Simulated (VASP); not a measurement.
# Au (P6_3/mmc) in VASP: a series of runs

Runs on Au. Level: r2SCAN. Tasks: single point.

All numbers are computed with VASP 6.6.1; they aren't measurements. Logs are shortened: lines on timing, memory, paths and dates and some standing lists are left out, and cuts for length are marked.

### 1 The crystal as given

It takes space group P6_3/mmc (No. 194, hexagonal). Conventional cell: a = 2.900 Å, b = 2.900 Å, c = 4.880 Å, α = 90.00°, β = 90.00°, γ = 120.00°. Au (site symmetry -6m2) is surrounded by 12 Au at 2.90 to 2.96 Å.

This isn't the form of Au at room conditions, which is fcc.

### 2 Single point, r2SCAN

File INCAR:

```
PREC = Accurate
ENCUT = 650
EDIFF = 1E-6
ISMEAR = 1
SIGMA = 0.2
LREAL = F
LASPH = T
NELM = 100
ALGO = Normal
ISIF = 2
LWAVE = F
LCHARG = F
METAGGA = R2SCAN
LMIXTAU = T
ADDGRID = F
```

File KPOINTS:

```
regular mesh
0
Gamma
  9 9 5
```

File POSCAR:

```
Au
1.0
    2.9000000000      0.0000000000      0.0000000000
   -1.4500000000      2.5114736710      0.0000000000
    0.0000000000      0.0000000000      4.8800000000
Au
2
Direct
    0.6369950000      0.3319390000      0.2378770000
    0.3187740000      0.6342170000      0.7501220000
```

Potentials or basis: VASP PAW PBE potentials, release 64 (Au).

The run is started by

```bash
> cat potpaw_PBE.64/Au/POTCAR > POTCAR
> mpirun -np 1 vasp_std > vasp.out
```

OUTCAR:

```text
PREC = Accurate
   ENCUT = 650
   EDIFF = 1E-6
   ISMEAR = 1
   LREAL = F
   LASPH = T
   NELM = 100
   ISIF = 2
   METAGGA = R2SCAN

 Found    203 irreducible k-points:

 Following reciprocal coordinates:
            Coordinates               Weight
  0.000000  0.000000  0.000000      1.000000
  0.111111  0.000000  0.000000      2.000000
  0.000000  0.111111  0.000000      2.000000
 -0.111111  0.111111  0.000000      2.000000
  0.222222 -0.000000  0.000000      2.000000
  0.000000  0.222222  0.000000      2.000000
   k-points           NKPTS =    203   k-points in BZ     NKDIM =    203   number of bands    NBANDS=     15
   number of dos      NEDOS =    301   number of ions     NIONS =      2
   total plane-waves  NPLWV =  24192
   dimension x,y,z NGX =    24 NGY =   24 NGZ =   42
   dimension x,y,z NGXF=    48 NGYF=   48 NGZF=   84
   ions per type =               2
   NGX,Y,Z   is equivalent  to a cutoff of  13.76, 13.76, 14.31 a.u.
   NGXF,Y,Z  is equivalent  to a cutoff of  27.52, 27.52, 28.62 a.u.
 SYSTEM =  unknown system
   PREC   = accura    normal or accurate (medium, high low for compatibility)
   ISTART =      0    job   : 0-new  1-cont  2-samecut
   ICHARG =      2    charge: 1-file 2-atom 10-const
   ISPIN  =      1    spin polarized calculation?
   LNONCOLLINEAR =      F non collinear calculations
   LSORBIT =      F    spin-orbit coupling
   LASPH  =      T    aspherical Exc in radial PAW
   ENCUT  =  650.0 eV  47.77 Ry    6.91 a.u.   6.03  6.03 10.14*2*pi/ulx,y,z
   NELM   =    100;   NELMIN=  2; NELMDL= -5     # of ELM steps
   EDIFF  = 0.1E-05   stopping-criterion for ELM
   LREAL  =      F    real-space projection
   EDIFFG = 0.1E-04   stopping-criterion for IOM
   NSW    =      0    number of steps for IOM
   IBRION =     -1    ionic relax: 0-MD 1-quasi-New 2-CG
   NFREE  =      0    steps in history (QN), initial steepest desc. (CG)
   ISIF   =      2    stress and relaxation
   ISYM   =      2    0-nonsym 1-usesym 2-fastsym
   POTIM  = 0.5000    time-step for ionic-motion
   TEBEG  =    0.0;   TEEND  =   0.0 temperature during run
   PSTRESS=    0.0 pullay stress
   NELECT =      22.0000    total number of electrons
   NUPDOWN=      -1.0000    fix difference up-down
   EMIN   =  10.00;   EMAX   =-10.00  energy-range for DOS
   EFERMI =   0.00;   METHOD = LEGACY
   ISMEAR =     1;   SIGMA  =   0.20  broadening in eV -4-tet -1-fermi 0-gaus
   EFERMI_NEDOS =   21; number of points for ismear=-14 and -15
   IALGO  =     38    algorithm
   IMIX   =      4    mixing-type and parameters
     AMIX     =   0.40;   BMIX     =  1.00
     AMIX_MAG =   1.60;   BMIX_MAG =  1.00
  volume/ion in A,a.u.               =      17.77       119.93
  Fermi-wavevector in a.u.,A,eV,Ry     =   1.395191  2.636528 26.484517  1.946557
  Thomas-Fermi vector in A             =   2.518667
   LORBIT       =      0    0 simple, 1 ext, 2 COOP (PROOUT), +10 PAW based schemes
   METAGGA = R2SCAN    functional components
   LHFCALC =     F    Hartree Fock is set to
   AEXX    =    0.0000 exact exchange contribution
   IVDW    =     0    specifies the selected vdW correction
   LEPSILON=     F    determine dielectric tensor
   LRPA    =     F    only Hartree local field effects (RPA)
 non-spin polarized calculation
 Methfessel and Paxton  Order N= 1 SIGMA  =   0.20
  energy-cutoff  :      650.00
  volume of cell :       35.54
 maximum number of plane-waves:      1359
   NGX = 13   NGY = 13   NGZ = 21

 number of electron      21.9999998 magnetization

 Free energy of the ion-electron system (eV)
  ---------------------------------------------------
  ext. energy  EPLUGINS =         0.00000000
  ---------------------------------------------------
  free energy    TOTEN  =      -101.21118839 eV

  energy without entropy =     -101.21087191  energy(sigma->0) =     -101.21108290

 E-fermi :   8.6194     XC(G=0): -13.3265

 val. band max:        8.5676286654   @ k =  -0.2222   0.1111   0.2000
 cond. band min:       8.6927630583   @ k =   0.0000   0.2222   0.2000
 fundamental gap:      0.1251343928
 Fermi energy:         8.6194240214

 k-point     1 :       0.0000    0.0000    0.0000
  band No.  band energies     occupation
      1      -0.9984      2.00000
      2       1.3377      2.00000
      3       3.6946      2.00000
      4       3.9908      2.00000
      5       4.0525      2.00000
      6       4.2621      2.00000
      7       4.3678      2.00000
      8       4.8239      2.00000
      9       5.1663      2.00000
     10       6.0980      2.00000
     11       6.4439      2.00000
     12       7.8584      2.00000
     13      11.1573     -0.00000
     14      24.0773      0.00000
     15      25.1422      0.00000

 k-point     2 :       0.1111    0.0000    0.0000
  band No.  band energies     occupation
      1      -0.6117      2.00000
      2       1.6426      2.00000
      3       3.6058      2.00000
      4       4.0913      2.00000
      5       4.1870      2.00000
      6       4.2684      2.00000
      7       4.5445      2.00000
      8       4.6473      2.00000
      9       4.9090      2.00000
     10       5.3821      2.00000
     11       6.3790      2.00000
     12       9.2150     -0.00021
     13      11.1746     -0.00000
     14      23.7054      0.00000
     15      25.0923      0.00000

 k-point     3 :       0.0000    0.1111    0.0000
  band No.  band energies     occupation
      1      -0.6130      2.00000
      2       1.6385      2.00000
      3       3.6147      2.00000
      4       4.1297      2.00000
      5       4.1543      2.00000
      6       4.2545      2.00000
      7       4.5485      2.00000
      8       4.6754      2.00000
      9       4.8551      2.00000
     10       5.3821      2.00000
     11       6.4286      2.00000
     12       9.1889     -0.00043
     13      11.1776     -0.00000
     14      23.7581      0.00000
     15      25.0365      0.00000

 k-point     4 :      -0.1111    0.1111    0.0000
  band No.  band energies     occupation
      1      -0.6077      2.00000
      2       1.6550      2.00000
      3       3.5645      2.00000
      4       4.0119      2.00000
      5       4.3008      2.00000
      6       4.3353      2.00000
      7       4.4932      2.00000
      8       4.5825      2.00000
      9       4.9905      2.00000
     10       5.4514      2.00000
     11       6.1988      2.00000
     12       9.2988     -0.00002
     13      11.1652     -0.00000
     14      23.4581      0.00000
     15      25.4990      0.00000

 k-point     5 :       0.2222   -0.0000    0.0000
  band No.  band energies     occupation
      1       0.4158      2.00000
      2       2.2009      2.00000
      3       3.4952      2.00000
      4       3.6932      2.00000
      5       3.9091      2.00000
      6       4.4792      2.00000
      7       4.7022      2.00000
      8       4.8923      2.00000
      9       4.9620      2.00000
     10       5.2200      2.00000
     11       6.4346      2.00000
     12      11.3103     -0.00000
     13      11.3842     -0.00000
     14      19.7256      0.00000
     15      23.2850      0.00000

 k-point     6 :       0.0000    0.2222    0.0000
  band No.  band energies     occupation
      1       0.4069      2.00000
      2       2.1807      2.00000
      3       3.5111      2.00000
      4       3.6891      2.00000
      5       3.9307      2.00000
      6       4.4461      2.00000
      7       4.6845      2.00000
      8       4.9370      2.00000
      9       4.9510      2.00000
     10       5.2264      2.00000
     11       6.4764      2.00000
     12      11.3153     -0.00000
     13      11.3377     -0.00000
     14      19.7377      0.00000
     15      23.2570      0.00000

 [... further k-points ...]

------------------------ aborting loop because EDIFF is reached ----------------------------------------

  FORCE on cell =-STRESS in cart. coord.  units (eV):
  Direction    XX          YY          ZZ          XY          YZ          ZX
  --------------------------------------------------------------------------------------
  -------------------------------------------------------------------------------------
  Total       -0.2152573     -0.3062280     -0.2955769     -0.0597642     -0.0480260      0.0609364
  in kB       -9.7033580    -13.8041293    -13.3240020     -2.6940462     -2.1649118      2.7468866
  external PRESSURE =     -12.2771631 kB  Pullay stress =       0.0000000 kB

 VOLUME and BASIS-vectors are now :
 -----------------------------------------------------------------------------
  energy-cutoff  :      650.00
  volume of cell :       35.54
      direct lattice vectors                 reciprocal lattice vectors
     2.900000000  0.000000000  0.000000000     0.344827586  0.199086300  0.000000000
    -1.450000000  2.511473671  0.000000000     0.000000000  0.398172599  0.000000000
     0.000000000  0.000000000  4.880000000     0.000000000  0.000000000  0.204918033

 POSITION                                       TOTAL-FORCE (eV/Angst)
 -----------------------------------------------------------------------------------
      1.36597      0.83366      1.16084         0.061919     -0.039825      0.375313
      0.00483      1.59282      3.66060        -0.061919      0.039825     -0.375313
 -----------------------------------------------------------------------------------
    total drift:                               -0.000003      0.000004      0.000000

  FREE ENERGIE OF THE ION-ELECTRON SYSTEM (eV)
  ---------------------------------------------------
  free  energy   TOTEN  =      -101.2111883902 eV

  energy  without entropy=     -101.2108719067  energy(sigma->0) =     -101.21108290
```

Wall time 5.9 min (1 thread of Intel Xeon Platinum 8375C at 2.90GHz (Ice Lake), shared host); peak memory 0.27 GiB.

The run converged, but some of its settings lie outside the range that counts as converged, so its numbers aren't taken as properties of the crystal.

Results:

```yaml
Free_energy: -101.2112 eV
Pressure: -1.2 GPa
Largest_force: 0.382 eV/Å
Band_gap_on_the_k_mesh: none (metal or under the smearing width)
```

Caveat: the PAW data sets were made with another functional, which shifts forces and pressure a little.

### 3 Single point, r2SCAN

INCAR, as its differences from that of step 2:

```diff
@@ -1,3 +1,3 @@
 PREC = Accurate
-ENCUT = 650
+ENCUT = 460
 EDIFF = 1E-6
```

File KPOINTS:

```
regular mesh
0
Gamma
  11 11 6
```

File POSCAR:

```
Au
1.0
    2.9000000000      0.0000000000      0.0000000000
   -1.4500000000      2.5114736710      0.0000000000
    0.0000000000      0.0000000000      4.8800000000
Au
2
Direct
    0.6666666667      0.3333333333      0.2500000000
    0.3333333333      0.6666666667      0.7500000000
```

Potentials or basis: VASP PAW PBE potentials, release 64 (Au).

The run is started by

```bash
> cat potpaw_PBE.64/Au/POTCAR > POTCAR
> mpirun -np 1 vasp_std > vasp.out
```

OUTCAR:

```text
PREC = Accurate
   ENCUT = 460
   EDIFF = 1E-6
   ISMEAR = 1
   LREAL = F
   LASPH = T
   NELM = 100
   ISIF = 2
   METAGGA = R2SCAN

 Found     64 irreducible k-points:

 Following reciprocal coordinates:
            Coordinates               Weight
  0.000000  0.000000  0.000000      1.000000
  0.090909 -0.000000  0.000000      6.000000
  0.181818 -0.000000  0.000000      6.000000
  0.272727 -0.000000  0.000000      6.000000
[... 183 lines left out ...]

 [... further k-points ...]

------------------------ aborting loop because EDIFF is reached ----------------------------------------

  FORCE on cell =-STRESS in cart. coord.  units (eV):
  Direction    XX          YY          ZZ          XY          YZ          ZX
  --------------------------------------------------------------------------------------
  -------------------------------------------------------------------------------------
  Total       -0.2816809     -0.2816809     -0.3438786      0.0000000      0.0000000      0.0000000
  in kB      -12.6975990    -12.6975990    -15.5013431      0.0000000      0.0000000      0.0000000
  external PRESSURE =     -13.6321803 kB  Pullay stress =       0.0000000 kB

 VOLUME and BASIS-vectors are now :
 -----------------------------------------------------------------------------
  energy-cutoff  :      460.00
  volume of cell :       35.54
      direct lattice vectors                 reciprocal lattice vectors
     2.900000000  0.000000000  0.000000000     0.344827586  0.199086300  0.000000000
    -1.450000000  2.511473671  0.000000000     0.000000000  0.398172599  0.000000000
     0.000000000  0.000000000  4.880000000     0.000000000  0.000000000  0.204918033

 POSITION                                       TOTAL-FORCE (eV/Angst)
 -----------------------------------------------------------------------------------
      1.45000      0.83716      1.22000         0.000000     -0.000000      0.000000
     -0.00000      1.67432      3.66000        -0.000000      0.000000      0.000000
 -----------------------------------------------------------------------------------
    total drift:                                0.000000     -0.000000      0.000000

  FREE ENERGIE OF THE ION-ELECTRON SYSTEM (eV)
  ---------------------------------------------------
  free  energy   TOTEN  =      -101.1815976112 eV

  energy  without entropy=     -101.1764287267  energy(sigma->0) =     -101.17987465
```

stdout:

```text
POSCAR found type information on POSCAR Au
 POSCAR found :  1 types and       2 ions
 scaLAPACK will be used
 -----------------------------------------------------------------------------
|                                                                             |
|                                                                             |
|     You enforced a specific xc type in the INCAR file but a different       |
|     I HOPE YOU KNOW WHAT YOU ARE DOING!                                     |
|                                                                             |
 -----------------------------------------------------------------------------

 LDA part: xc-table for (None), standard interpolation
 POSCAR, INCAR and KPOINTS ok, starting setup
 FFT: planning ... GRIDC
 FFT: planning ... GRID_SOFT
 FFT: planning ... GRID
 WAVECAR not read
 entering main loop
```

Run time: 94 s. Hardware: 1 thread of Intel Xeon Platinum 8375C at 2.90GHz (Ice Lake), shared host; peak memory 0.16 GiB.

These settings aren't checked as converged: the numbers below hold their error.

Results:

```
Free energy            : -101.1816 eV
Pressure               : -1.4 GPa
Band gap on the k mesh : none (metal or under the smearing width)
```

Caveat: the PAW data sets were made with another functional, which shifts forces and pressure a little.

### 4 Single point, r2SCAN

INCAR is that of step 3.

KPOINTS is that of step 3.

File POSCAR:

```
Au
1.0
    2.9000000000      0.0000000000      0.0000000000
   -1.4500000000      2.5114736710      0.0000000000
    0.0000000000      0.0000000000      4.8800000000
Au
2
Direct
    0.6369950000      0.3319390000      0.2378770000
    0.3187740000      0.6342170000      0.7501220000
```

The run is started by

```bash
> cat potpaw_PBE.64/Au/POTCAR > POTCAR
> mpirun -np 1 vasp_std > vasp.out
```

It took 8.3 min on 1 thread of Intel Xeon Platinum 8375C at 2.90GHz (Ice Lake), shared host; peak memory 0.26 GiB.

The run converged, but some of its settings lie outside the range that counts as converged, so its numbers aren't taken as properties of the crystal.

Results:

- Free energy: -101.1689 eV
- Pressure: -1.0 GPa
- Largest force: 0.351 eV/Å
- Band gap on the k mesh: none (metal or under the smearing width)

Caveat: the PAW data sets were made with another functional, which shifts forces and pressure a little.

### 5 Single point, r2SCAN

INCAR, as its differences from that of step 4:

```diff
@@ -1,3 +1,3 @@
 PREC = Accurate
-ENCUT = 460
+ENCUT = 220
 EDIFF = 1E-6
```

File KPOINTS:

```
regular mesh
0
Gamma
  16 16 9
```

File POSCAR:

```
Au
1.0
    2.9000000000      0.0000000000      0.0000000000
   -1.4500000000      2.5114736710      0.0000000000
    0.0000000000      0.0000000000      4.8800000000
Au
2
Direct
    0.6666666667      0.3333333333      0.2500000000
    0.3333333333      0.6666666667      0.7500000000
```

The run is started by

```bash
> cat potpaw_PBE.64/Au/POTCAR > POTCAR
> mpirun -np 1 vasp_std > vasp.out
```

Wall time 91 s (1 thread of Intel Xeon Platinum 8375C at 2.90GHz (Ice Lake), shared host); peak memory 0.13 GiB.

The run converged, but a check on its numbers failed (symmetry, net force, bounds or a known fault of this set-up), so they aren't taken as properties of the crystal.

Caveat: the cutoff lies under the usual one of these potentials, so the numbers hold a large basis-set error; the PAW data sets were made with another functional, which shifts forces and pressure a little.
